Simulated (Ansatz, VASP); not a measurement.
# ScPd: VASP beside Ansatz

One calculation is typed for both programs; each brings its own data sets. How far apart do they land? The cell is taken from a series of runs on this material, whose earlier steps may have relaxed, scaled, displaced or heated it; both programs get it as it stands.

Calculated with Ansatz 0.2.0; plane waves, with VASP 6.6.1 beside it; relaxation of cell and atoms at r2SCAN with rVV10.

## 1. The structure

The structure is cubic, space group Pm-3m (No. 221). The conventional cell has a = 3.283 Å, b = 3.283 Å, c = 3.283 Å, α = 90.00°, β = 90.00°, γ = 90.00°. Nearest to Sc lie 8 Pd at 2.84 Å. Nearest to Pd lie 8 Sc at 2.84 Å. Farther neighbours are not listed.

## 2. Ansatz: relaxation of cell and atoms, r2SCAN with rVV10

Ansatz runs on its default PAW (the set named soft_2) files.

The relaxed volume is the usual yardstick between codes: in a stiff, nearly cubic crystal its relative difference is about their pressure difference at one cell divided by the bulk modulus.

Input file input.yaml:

```yaml
crystal:
  lattice:
    - [3.283, 0.0, 0.0]
    - [0.0, 3.283, 0.0]
    - [0.0, 0.0, 3.283]
  atoms:
    - { symbol: Sc, position: [0.5, 0.5, 0.5] }
    - { symbol: Pd, position: [0.0, 0.0, 0.0] }
kpoints:
  mp_grid: { grid: [10, 10, 10] }
hamiltonian:
  xc: r2scan
  dispersion: rvv10
scf:
  occupations: { method: gaussian, width: 0.1 }
output:
  forces: true
  stress: true
  eigenvalues: true
basis:
  ecutwfc: 520.0
relax:
  adjacent_minimum: "off"
  f_tol: 0.005
  max_steps: 60
  cell: { stress_tol: 0.03 }
```

Started as:

```sh
ansatz run input.yaml --threads 4 --pin off --max-ram 8192MiB --backend cpu --events-out ev --progress --plain --runs-dir out
```

Numbers of over 12 decimals in the logs are rounded to 6 here.

What it wrote:

```text
Engine: ansatz 0.2.0, aarch64-unknown-linux-gnu
Pseudopotentials: kind: paw
Pseudopotential: Sc, paw, valence charge 11, recommended cutoff 500 eV (meta_gga), Sc.paw.azcp
Pseudopotential: Pd, paw, valence charge 18, recommended cutoff 500 eV (meta_gga), Pd.paw.azcp
Functional definition: r2SCAN+rVV10
  parameter k0 = 0.174
  parameter k1 = 0.065
  parameter a1 = 4.9479
  exchange = r2scan_x(k0 = k0, k1 = k1, a1 = a1)
  correlation = r2scan_c + rvv10(11.95, 0.0093)
Crystal: 2 atoms, lattice volume = 35.384 Å³
Basis set: ecut = 520 eV, 949 PW (Γ), exchange–correlation on 120×120×120 points (64 copies of the dense FFT grid, shifted against one another)
Bands: 19, of which v1, the nominal top of the filled ones, is band 15 counted from 1 (14 counted from 0)
Symmetry: 48 space group operations
Space group: Pm-3m (ITA 221), of the structure as read, at distance tolerance 3.3e-5 Å
k-points: 56 of 1000
Non-local potential: Sc, projectors of the file, l = 0: 3, l = 1: 2, l = 2: 3, l = 3: 1
Non-local potential: Pd, projectors of the file, l = 0: 2, l = 1: 2, l = 2: 2, l = 3: 1
PAW form: soft (Blöchl's): semilocal exchange-correlation on the pseudo side does not see the compensation charge
rVV10 density: all electrons in the spheres
PAW frozen core: Sc, regenerated for the run's functional (the file was generated under x = pbe(κ = 0.804, μ = 0.219515), c = pbe(β = 0.066725))
PAW frozen core: Pd, regenerated for the run's functional (the file was generated under x = pbe(κ = 0.804, μ = 0.219515), c = pbe(β = 0.066725))
PAW one-centre angular grid: Sc, 590 points (default); XC on 160 Gauss nodes
PAW one-centre angular grid: Pd, 590 points (default); XC on 160 Gauss nodes
Initial density: superposition of atomic densities (neutral atoms: chi_scale 0, normalization atom), corrected by the library's trained network
Initial wavefunctions: pseudopotential atomic-orbital guess
Functional: x = r2scan, c = r2scan + rvv10(b = 11.95, C = 0.0093); τ floored in thin density (d = 2e-4 eV/Å³)
SCF iter   1: F=—  HF=-9125.754179 eV  |F-HF|=—  |Δ(HF+E_count)|=         —  Δρ=1.74e-2  dr2=1.66e-1  dr2_τ=2.12e-2  ethr=1.77e-3  ⟨swp⟩=4.9  Hψ=4333  notcnv=0
preconditioner: auto → none  [metal: Δε(μ)=0.067 eV  Ē_g=5.783 eV  σ=0.100 eV  W_gap=0.36  n_scr=6 (ndim 8)  ℏωp=22.5 eV  f_vac=0.000  D(μ)=1.54/eV (n_scr^D=18)  sad-step TF]
SCF iter   2: F=—  HF=-9125.774760 eV  |F-HF|=—  |Δ(HF+E_count)|=   2.06e-2  Δρ=7.79e-3  dr2=1.89e-2  dr2_τ=2.61e-3  ethr=5.72e-4  ⟨swp⟩=2.0  Hψ=1729  notcnv=0  defer=20
SCF iter   3: F=—  HF=-9125.771859 eV  |F-HF|=—  |Δ(HF+E_count)|=   2.90e-3  Δρ=3.01e-3  dr2=3.82e-3  dr2_τ=4.93e-4  ethr=6.53e-5  ⟨swp⟩=2.0  Hψ=2008  notcnv=0  defer=20
SCF iter   4: F=—  HF=-9125.771734 eV  |F-HF|=—  |Δ(HF+E_count)|=   1.24e-4  Δρ=2.05e-3  dr2=1.51e-3  dr2_τ=1.30e-4  ethr=1.32e-5  ⟨swp⟩=2.0  Hψ=1383  notcnv=0  defer=20
SCF iter   5: F=—  HF=-9125.771707 eV  |F-HF|=—  |Δ(HF+E_count)|=   2.77e-5  Δρ=8.57e-4  dr2=2.22e-4  dr2_τ=4.26e-6  ethr=5.21e-6  ⟨swp⟩=1.2  Hψ=1075  notcnv=0  defer=20
SCF iter   6: F=—  HF=-9125.771716 eV  |F-HF|=—  |Δ(HF+E_count)|=   9.56e-6  Δρ=1.98e-4  dr2=1.07e-5  dr2_τ=2.87e-7  ethr=7.64e-7  ⟨swp⟩=2.6  Hψ=1758  notcnv=0  defer=20
SCF iter   7: F=—  HF=-9125.771714 eV  |F-HF|=—  |Δ(HF+E_count)|=   2.22e-6  Δρ=2.32e-5  dr2=1.45e-7  dr2_τ=1.00e-8  ethr=3.67e-8  ⟨swp⟩=2.2  Hψ=1592  notcnv=0  defer=20
SCF iter   8: F=-9125.771714 eV  HF=-9125.771714 eV  |F-HF|=4.18e-10  |Δ(HF+E_count)|=   5.82e-8  Δρ=1.55e-6  dr2=5.46e-10  dr2_τ=8.84e-11  ethr=3.45e-10  ⟨swp⟩=6.1  Hψ=4145  notcnv=0
SCF 1 converged in 8 iterations: F = -9125.771714 eV  dr2 = 5.46e-10
  greatest PAW one-centre occupation: 1.003 electrons in one spin orbital (limit 2), on the Pd atom at site 1 (counted from 0), in its partial waves of l = 0
relax step   1: F+E_penalty+E_count = -9125.77171408 eV  Δ(F+E_penalty+E_count) = +0.000e0 eV  max|allowed force component| = 2.301e-30 eV/Å  Δτ_max = 0.0000 Å  P = +0.075 GPa  Ω = 35.384 Å³  (8 SCF iters, dr2 threshold 1.00e-7 eV, accepted)
[...]
relax step   2: F+E_penalty+E_count = -9125.77166023 eV  Δ(F+E_penalty+E_count) = +5.385e-5 eV  max|allowed force component| = 8.415e-30 eV/Å  Δτ_max = 0.0000 Å  P = -0.113 GPa  Ω = 35.438 Å³  energy of the carried Pulay correction = -4.756e-5 eV  (6 SCF iters, dr2 threshold 1.42e-8 eV, rejected (line search))
[...]
relax step   3: F+E_penalty+E_count = -9125.77170005 eV  Δ(F+E_penalty+E_count) = +1.403e-5 eV  max|allowed force component| = 1.374e-29 eV/Å  Δτ_max = 0.0000 Å  P = -0.000 GPa  Ω = 35.406 Å³  energy of the carried Pulay correction = -1.902e-5 eV  (8 SCF iters, accepted)
[...]
relax step   4: F+E_penalty+E_count = -9125.77170007 eV  Δ(F+E_penalty+E_count) = -1.774e-8 eV  max|allowed force component| = 3.846e-30 eV/Å  Δτ_max = 0.0000 Å  P = +0.000 GPa  Ω = 35.406 Å³  stress off target by 1.08e-4 GPa  SCF on the basis re-selected at this cell (its energy is not comparable with the rows above)  (4 SCF iters)
basis re-selected at this cell: Δ(F+E_penalty+E_count) = -1.774e-8 eV, ΔP = +0.000 GPa vs the last step (what re-selecting the basis moved, of the pressure what is left beyond the Pulay correction that the steps carried, after the strain that the cell walked since its last selection, with what the two solves' SCF thresholds leave and, on support functions, any second-order correction that the steps lacked; it is no m [...]
SCF converged after 4 iterations
Free energy (F): -9125.771700 eV
Harris-Foulkes:  -9125.771700 eV  (|F-HF|=3.82e-11)
Internal energy: -9125.762998 eV  (E = F + TS)
E sigma→0 (E₀):  -9125.767349 eV
Entropy (-TS):   -0.008702 eV (-4.351 meV/atom)
Fermi energy:    15.506743 eV
--- Per-component energies (eV) ---
  E_band       = -366.498264
  E_kinetic    = 777.900438
  E_local      = -2855.666348  (includes V_loc(G=0)·N_el)
  E_nonlocal   = 295.333497
  E_hartree    = 1116.970671
  E_xc         = -260.028585
  E_vxc        = -377.478847  (∫ρ·V_xc dr)
  E_paw        = -4734.880304  (= ΣΔE_a)
  E_vpaw       = -467.849517  (= ΣTr[D̂ρ^β])
  E_aug_tail   = 0.000057  (compensation charges beyond the density's cutoff)
  E_vtau       = 27.321145  (kinetic-family band-sum trace: ∫τ·v_τ [+ j·A + Jᵃ·Aᵃ] dr)
  E_ewald      = -3464.701847
  E_core_change = -0.690578  (= ΣΔE_core)
  E_smearing   = -0.008702  (= −TS)
  E_closure    = 0.000000  (closes the sum)
  Σ components = -9125.771700   (vs F -9125.771700, Δ=0.00e0)
--- Forces (eV/Å), atoms counted from 1 ---
  atom   1  Sc     0.00000000     0.00000000     0.00000000
  atom   2  Pd    -0.00000000     0.00000000     0.00000000
  max |Σ_I F_I| component: 7.30e-30 eV/Å
--- Stress (GPa, compression-positive) ---
        0.000108      -0.000000       0.000000
       -0.000000       0.000108       0.000000
        0.000000       0.000000       0.000108
  P = ⅓ Tr σ = 0.0001 GPa (0.001 kbar)
--- Band table (eV; the first three rows and the last of 56) ---
  k-point 0: bands = [... 11 lower, 12.4328, 12.4328, 12.4328, 16.8098, 16.8098, 18.9072, 18.9072, 18.9072]
  k-point 1: bands = [... 11 lower, 12.3997, 12.3997, 12.4572, 16.7103, 16.8283, 18.6133, 18.6133, 18.8613]
  k-point 2: bands = [... 11 lower, 12.3152, 12.3152, 12.5227, 16.4406, 16.7836, 18.0104, 18.0104, 18.7401]
  k-point 55: bands = [... 11 lower, 13.4084, 13.4084, 14.2854, 14.2854, 14.2854, 19.3630, 19.3630, 21.4515]
--- Relaxed structure (3 steps of the walk, 2 accepted, 1 SCFs on fresh bases) ---
  F+E_penalty+E_count = -9125.77170007 eV   max|allowed force component| = 3.846e-30 eV/Å   (the final SCF, on the basis selected at the relaxed cell)
  cell:  # Å, volume = 35.4058 Å³
    - [3.283659, 0.0, 0.0]
    - [0.0, 3.283659, 0.0]
    - [0.0, 0.0, 3.283659]
  atoms:
    - { symbol: Sc, position: [0.5, 0.5, 0.5] }
    - { symbol: Pd, position: [0, 0, 0] }
```

In the SCF lines HF is the Harris–Foulkes energy and dr2 the Hartree energy of the density residual, in eV; the loop may stop once dr2 is under the threshold and the program's other checks hold. Hψ counts applications of the Hamiltonian.

(Continued in part 2 of 2.)

[Lines on the potential files, build, host, timing and source positions are cut from VASP's logs without a mark.]

[Logs are printed without paths, hosts, clocks, repeated set-up lines and the standing remarks that a program may print on its own settings, such as how far it seeks lower states.]

[Hosts, paths, dates, database ids (printed as entryN), source tags and the programs' standing remarks are cut or masked in the printed files.]
